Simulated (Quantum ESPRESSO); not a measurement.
# TiTe2 (P-3m1) in Quantum ESPRESSO: notebook

One crystal, TiTe2, is run at these levels: LDA, LDA+U; tasks: phonons, Wannier functions, Hubbard U by linear response.

All numbers are computed with Quantum ESPRESSO 7.5; they aren't measurements. Logs are shortened: lines on timing, memory, paths and dates and some standing lists are left out, and cuts for length are marked.

## 1. Starting point

Symmetry: P-3m1, No. 164, trigonal system. Conventional cell: a = 3.777 Å, b = 3.777 Å, c = 6.498 Å, α = 90.00°, β = 90.00°, γ = 120.00°. Around Te (site symmetry 3m) lie 3 Ti at 2.77 Å. Around Ti (site symmetry -3m) lie 6 Te at 2.77 Å.

## 2. Phonons, LDA

The input, pw.in:

```
&CONTROL
  calculation = 'scf'
  prefix = 'pwscf'
  outdir = './tmp'
  pseudo_dir = './pseudo'
  tprnfor = .true.
  tstress = .true.
  disk_io = 'low'
/
&SYSTEM
  ibrav = 0
  nat = 3
  ntyp = 2
  ecutwfc = 36
  ecutrho = 216
  nbnd = 19
  occupations = 'smearing'
  smearing = 'mp'
  degauss = 0.01999163
/
&ELECTRONS
  conv_thr = 6d-10
  electron_maxstep = 120
  mixing_beta = 0.5
/
ATOMIC_SPECIES
Te   127.6000 Te.LDA_PW-JTH.UPF
Ti    47.8670 Ti.LDA_PW-JTH.UPF
CELL_PARAMETERS angstrom
   3.7770000000    0.0000000000    0.0000000000
  -1.8885000000    3.2709779501    0.0000000000
   0.0000000000    0.0000000000    6.4980000000
ATOMIC_POSITIONS crystal
Te     0.3333333333    0.6666666667    0.7372000000
Te     0.6666666667    0.3333333333    0.2628000000
Ti     0.0000000000    0.0000000000    0.0000000000
K_POINTS automatic
8 8 4 0 0 0
```

The input, relax.in:

```
&CONTROL
  calculation = 'vc-relax'
  prefix = 'pwscf'
  outdir = './tmp'
  pseudo_dir = './pseudo'
  tprnfor = .true.
  tstress = .true.
  disk_io = 'low'
  nstep = 40
  forc_conv_thr = 0.0001
  etot_conv_thr = 1d-06
/
&SYSTEM
  ibrav = 0
  nat = 3
  ntyp = 2
  ecutwfc = 36
  ecutrho = 216
  nbnd = 19
  occupations = 'smearing'
  smearing = 'mp'
  degauss = 0.01999163
/
&ELECTRONS
  conv_thr = 6d-10
  electron_maxstep = 120
  mixing_beta = 0.5
/
&IONS
  ion_dynamics = 'bfgs'
/
&CELL
  cell_dynamics = 'bfgs'
  press = 0
  press_conv_thr = 0.2
/
ATOMIC_SPECIES
Te   127.6000 Te.LDA_PW-JTH.UPF
Ti    47.8670 Ti.LDA_PW-JTH.UPF
CELL_PARAMETERS angstrom
   3.7770000000    0.0000000000    0.0000000000
  -1.8885000000    3.2709779501    0.0000000000
   0.0000000000    0.0000000000    6.4980000000
ATOMIC_POSITIONS crystal
Te     0.3333333333    0.6666666667    0.7372000000
Te     0.6666666667    0.3333333333    0.2628000000
Ti     0.0000000000    0.0000000000    0.0000000000
K_POINTS automatic
8 8 4 0 0 0
```

The input, scf2.in:

```
&CONTROL
  calculation = 'scf'
  prefix = 'pwscf'
  outdir = './tmp'
  pseudo_dir = './pseudo'
  tprnfor = .true.
  tstress = .true.
  disk_io = 'low'
/
&SYSTEM
  ibrav = 0
  nat = 3
  ntyp = 2
  ecutwfc = 36
  ecutrho = 216
  nbnd = 19
  occupations = 'smearing'
  smearing = 'mp'
  degauss = 0.01999163
/
&ELECTRONS
  conv_thr = 1d-13
  electron_maxstep = 120
  mixing_beta = 0.5
  startingpot = 'file'
  startingwfc = 'file'
/
ATOMIC_SPECIES
Te   127.6000 Te.LDA_PW-JTH.UPF
Ti    47.8670 Ti.LDA_PW-JTH.UPF
CELL_PARAMETERS angstrom
   3.6829569817    0.0000000000    0.0000000000
  -1.8414784908    3.1895343072    0.0000000000
   0.0000000000    0.0000000000    6.3056291048
ATOMIC_POSITIONS crystal
Te     0.3333333333    0.6666666667    0.7304912023
Te     0.6666666667    0.3333333333    0.2695087977
Ti     0.0000000000    0.0000000000    0.0000000000
K_POINTS automatic
8 8 4 0 0 0
```

The input, ph.in:

```
phonons of TiTe2
&INPUTPH
  prefix = 'pwscf'
  outdir = './tmp'
  tr2_ph = 1d-16
  fildyn = 'dyn'
  niter_ph = 60
  alpha_mix(1) = 0.4
/
0.0000000000 0.0000000000 0.0000000000
```

The input, dynmat.in:

```
&INPUT
  fildyn = 'dyn'
  asr = 'crystal'
  filout = 'dynmat.disp'
  fileig = 'dynmat.eig'
/
```

Potentials or basis: JTH 2.0 LDA.

Command:

```console
$ OMP_NUM_THREADS=1 pw.x -in pw.in > pw.out
$ OMP_NUM_THREADS=1 pw.x -in relax.in > relax.out
$ OMP_NUM_THREADS=1 pw.x -in scf2.in > scf2.out
$ OMP_NUM_THREADS=1 ph.x -in ph.in > ph.out
$ OMP_NUM_THREADS=1 dynmat.x -in dynmat.in > dynmat.out
```

pw.out:

```text
This program is part of the open-source Quantum ESPRESSO suite
     for quantum simulation of materials; please cite
         "P. Giannozzi et al., J. Phys.:Condens. Matter 21 395502 (2009);
         "P. Giannozzi et al., J. Phys.:Condens. Matter 29 465901 (2017);
         "P. Giannozzi et al., J. Chem. Phys. 152 154105 (2020);
     in publications or presentations arising from this work. More details at

     file Te.LDA_PW-JTH.UPF: wavefunction(s)  0S 0P renormalized
     file Ti.LDA_PW-JTH.UPF: wavefunction(s)  4S 3P 0P 3D 0D renormalized
     Message from routine setup:
     using ibrav=0 with symmetry is DISCOURAGED, use correct ibrav instead

     G-vector sticks info
     --------------------
     sticks:   dense  smooth     PW     G-vecs:    dense   smooth      PW
     Sum         757     511    151                29097    15785    2623

     Using Slab Decomposition

     bravais-lattice index     =            0
     lattice parameter (alat)  =       7.1375  a.u.
     unit-cell volume          =     541.7525 (a.u.)^3
     number of atoms/cell      =            3
     number of atomic types    =            2
     number of electrons       =        24.00
     number of Kohn-Sham states=           19
     kinetic-energy cutoff     =      36.0000  Ry
     charge density cutoff     =     216.0000  Ry
     scf convergence threshold =      6.0E-10
     mixing beta               =       0.5000
     number of iterations used =            8  plain     mixing
     Exchange-correlation= SLA PW NOGX NOGC
                           (   1   4   0   0   0   0   0)

     celldm(1)=   7.137496  celldm(2)=   0.000000  celldm(3)=   0.000000
     celldm(4)=   0.000000  celldm(5)=   0.000000  celldm(6)=   0.000000

     crystal axes: (cart. coord. in units of alat)
               a(1) = (   1.000000   0.000000   0.000000 )
               a(2) = (  -0.500000   0.866025   0.000000 )
               a(3) = (   0.000000   0.000000   1.720413 )

     reciprocal axes: (cart. coord. in units 2 pi/alat)
               b(1) = (  1.000000  0.577350 -0.000000 )
               b(2) = (  0.000000  1.154701  0.000000 )
               b(3) = (  0.000000 -0.000000  0.581256 )

     PseudoPot. # 1 for Te read from file:
     Te.LDA_PW-JTH.UPF
     Pseudo is Projector augmented-wave + core cor, Zval =  6.0
     Generated using ATOMPAW code
     Shape of augmentation charge: SINC**2
     Using radial grid of 1093 points,  4 beta functions with:
                l(1) =   0
                l(2) =   0
                l(3) =   1
                l(4) =   1
     Q(r) pseudized with 0 coefficients

     PseudoPot. # 2 for Ti read from file:
     Ti.LDA_PW-JTH.UPF
     Pseudo is Projector augmented-wave + core cor, Zval = 12.0
     Generated using ATOMPAW code
     Shape of augmentation charge: BESSEL
     Using radial grid of 1024 points,  6 beta functions with:
                l(1) =   0
                l(2) =   0
[... 24 lines left out ...]
        k(    4) = (   0.0000000   0.1443376   0.0000000), wk =   0.0468750
        k(    5) = (   0.0000000   0.1443376   0.1453139), wk =   0.0468750
        k(    6) = (   0.0000000   0.1443376  -0.2906279), wk =   0.0468750
[... 27 lines left out ...]
        k(   34) = (  -0.1250000   0.3608439  -0.1453139), wk =   0.0937500
        k(   35) = (  -0.1250000   0.5051815  -0.1453139), wk =   0.0937500

     Dense  grid:    29097 G-vectors     FFT dimensions: (  36,  36,  60)

     Smooth grid:    15785 G-vectors     FFT dimensions: (  27,  27,  48)

     Check: negative core charge=   -0.000016

     Initial potential from superposition of free atoms

     starting charge      23.9966, renormalised to      24.0000

     negative rho (up, down):  9.570E-03 0.000E+00
     Starting wfcs are   34 randomized atomic wfcs

     Self-consistent Calculation

     iteration #  1     ecut=    36.00 Ry     beta= 0.50
     Davidson diagonalization with overlap
     ethr =  1.00E-02,  avg # of iterations =  6.0

     negative rho (up, down):  1.270E-02 0.000E+00
[... 46 lines left out ...]
     total energy              =    -882.68375970 Ry
     estimated scf accuracy    <       0.00006252 Ry

     iteration #  7     ecut=    36.00 Ry     beta= 0.50
     Davidson diagonalization with overlap
     c_bands:  1 eigenvalues not converged
     ethr =  2.60E-07,  avg # of iterations =  7.7

     negative rho (up, down):  1.198E-02 0.000E+00

     total energy              =    -882.68382645 Ry
     estimated scf accuracy    <       0.00004197 Ry
[... 64 lines left out ...]
     iteration # 15     ecut=    36.00 Ry     beta= 0.50
     Davidson diagonalization with overlap
     ethr =  3.49E-12,  avg # of iterations =  2.7

     negative rho (up, down):  1.194E-02 0.000E+00

     End of self-consistent calculation

          k = 0.0000 0.0000 0.0000 (  1979 PWs)   bands (ev):

   -49.1825 -25.7482 -25.7482 -25.7146  -4.7514  -3.2658   2.4841   6.0366
     6.0366   8.0186   8.0834   8.0834   8.2822   8.7682   8.7682  10.7543
    10.7543  12.8543  13.4569
[... 63 lines left out ...]
   -49.1799 -25.7852 -25.7569 -25.7068  -3.2263  -3.0556   3.2528   3.5182
     5.4204   5.8114   6.3991   7.0847   7.6228   8.9282   9.1344  10.3258
    10.5290  12.4597  12.6510

          k = 0.0000-0.5774 0.0000 (  1970 PWs)   bands (ev):

   -49.1795 -25.7915 -25.7583 -25.7054  -3.0156  -2.8329   2.7721   4.0490
     5.0135   5.2946   5.9678   6.6000   7.7008   8.8219   9.1344  10.1140
    11.0654  13.1072  13.3583

          k = 0.0000-0.5774 0.1453 (  1988 PWs)   bands (ev):

   -49.1795 -25.7915 -25.7583 -25.7054  -3.0309  -2.8013   2.7174   3.5587
     5.1346   5.8050   6.0427   6.8799   7.6405   8.8213   9.1276  10.5121
    10.6734  12.1146  12.9757

          k = 0.0000-0.5774-0.2906 (  1984 PWs)   bands (ev):

   -49.1795 -25.7915 -25.7583 -25.7054  -3.0424  -2.7733   2.7067   3.1897
     5.3021   5.6983   6.7543   7.1226   7.4121   8.8203   9.1157  10.3157
    11.1996  11.8477  12.3381

          k = 0.1250 0.2165 0.0000 (  1975 PWs)   bands (ev):
[... 103 lines left out ...]
   -49.1799 -25.7852 -25.7569 -25.7068  -3.4229  -2.8267   3.1451   3.7763
     4.8539   5.8443   6.8322   7.0110   7.5569   8.8736   9.3077  10.0224
    10.5597  12.2847  12.8281

          k =-0.1250 0.3608-0.1453 (  1973 PWs)   bands (ev):

   -49.1803 -25.7784 -25.7581 -25.7077  -3.6015  -2.9413   3.6023   4.1413
     4.8998   5.6793   6.3082   6.8798   8.0114   8.9280   9.2931   9.7161
    10.5988  13.1547  14.1594

          k =-0.1250 0.5052-0.1453 (  1978 PWs)   bands (ev):

   -49.1795 -25.7880 -25.7618 -25.7054  -3.1073  -2.7320   2.9549   3.6691
     5.0292   5.4908   6.0470   6.3490   8.0702   8.8988   9.1546   9.9366
    10.4857  12.8093  13.7888

     the Fermi energy is     7.7013 ev

!    total energy              =    -882.68383249 Ry
     total all-electron energy =      -882.683832 Ry
     estimated scf accuracy    <          1.7E-12 Ry
     smearing contrib. (-TS)   =       0.00026891 Ry
     internal energy E=F+TS    =    -882.68410140 Ry

     The total energy is F=E-TS. E is the sum of the following terms:
     one-electron contribution =     -78.11743228 Ry
     hartree contribution      =      46.88144183 Ry
     xc contribution           =     -30.34199873 Ry
     ewald contribution        =     -92.90450077 Ry
     one-center paw contrib.   =    -728.20161145 Ry

     convergence has been achieved in  15 iterations

     negative rho (up, down):  1.194E-02 0.000E+00

     Forces acting on atoms (cartesian axes, Ry/au):

     atom    1 type  1   force =     0.00000000    0.00000000    0.01104733
     atom    2 type  1   force =    -0.00000000    0.00000000   -0.01104733
     atom    3 type  2   force =     0.00000000    0.00000000    0.00000000

     Total force =     0.015623     Total SCF correction =     0.000001

     Computing stress (Cartesian axis) and pressure

     negative rho (up, down):  1.194E-02 0.000E+00
          total   stress  (Ry/bohr**3)                   (kbar)     P=      -39.42
  -0.00027273  -0.00000000   0.00000000          -40.12       -0.00        0.00
   0.00000000  -0.00027273   0.00000000            0.00      -40.12        0.00
   0.00000000   0.00000000  -0.00025843            0.00        0.00      -38.02

=------------------------------------------------------------------------------=
   JOB DONE.
=------------------------------------------------------------------------------=
```

relax.out:

```text
This program is part of the open-source Quantum ESPRESSO suite
     for quantum simulation of materials; please cite
         "P. Giannozzi et al., J. Phys.:Condens. Matter 21 395502 (2009);
         "P. Giannozzi et al., J. Phys.:Condens. Matter 29 465901 (2017);
         "P. Giannozzi et al., J. Chem. Phys. 152 154105 (2020);
[... 562 lines left out ...]
  -0.00000000  -0.00000014  -0.00000000           -0.00       -0.02       -0.00
  -0.00000000  -0.00000000  -0.00000008           -0.00       -0.00       -0.01

=------------------------------------------------------------------------------=
   JOB DONE.
=------------------------------------------------------------------------------=
```

Wall time 14 min (1 thread of Arm Neoverse V2, shared host); peak memory 0.16 GiB.

Results:

```
Free energy                            : -12009.5949 eV
Relaxed volume                         : 24.69 Å³/atom
Relaxed cell                           : a = 3.683 Å, b = 3.683 Å, c = 6.306 Å, α = 90.00°, β = 90.00°, γ = 120.00°
Space group after relaxing (to 0.05 Å) : P-3m1 (No. 164)
Pressure after relaxing                : 0.0 GPa
Band gap on the k mesh                 : none (metal or under the smearing width)
Highest phonon frequency at Γ          : 291 cm⁻¹
```

Step by step:
| step | energy change (eV) | largest force (eV/Å) | pressure (GPa) | volume (Å³) |
| --- | --- | --- | --- | --- |
| 1 | 0.0000 | 0.2840 | -3.94 | 80.28 |
| 2 | -0.0345 | 0.0657 | -2.52 | 78.68 |
| 3 | -0.0554 | 0.2216 | -0.40 | 76.40 |
| 4 | -0.0583 | 0.2362 | -0.07 | 75.89 |
| 5 | -0.0627 | 0.2049 | 0.17 | 75.26 |
| 6 | -0.0666 | 0.1198 | 0.21 | 74.64 |
| 7 | -0.0680 | 0.0283 | 0.10 | 74.27 |
| 8 | -0.0683 | 0.0079 | 0.00 | 74.30 |
| 9 | -0.0687 | 0.0074 | -0.09 | 74.32 |
| 10 | -0.0691 | 0.0169 | -0.14 | 74.31 |
| 11 | -0.0696 | 0.0202 | -0.15 | 74.23 |
| 12 | -0.0697 | 0.0129 | -0.08 | 74.12 |
| 13 | -0.0697 | 0.0057 | -0.03 | 74.09 |
| 14 | -0.0697 | 0.0000 | 0.00 | 74.07 |

Final structure:
```
Te Ti
1.0
     3.68296    0.00000    0.00000
    -1.84148    3.18953    0.00000
     0.00000    0.00000    6.30563
Te Ti
2 1
Direct
  0.33333 0.66667 0.73049
  0.66667 0.33333 0.26951
  0.00000 0.00000 0.00000
```

Phonon frequencies in cm⁻¹ (negative: imaginary):
```
              q point                    frequencies
(0.000, 0.000, 0.000)  1 2 2 105 105 150 202 202 291
```

Optical modes at Γ, degenerate ones joined:
| cm⁻¹ | components | symmetry | active in |
| --- | --- | --- | --- |
| 105 | 2 | Eg | Raman |
| 150 | 1 | A1g | Raman |
| 202 | 2 | Eu | IR |
| 291 | 1 | A2u | IR |

Caveat: the mesh is thin for the phonons of a metal; the cutoff is low for these files, which shifts pressure and relaxed volume; the layers were relaxed without a dispersion term, so their spacing and the soft interlayer modes are unreliable.

(Continued in part 2 of 3.)
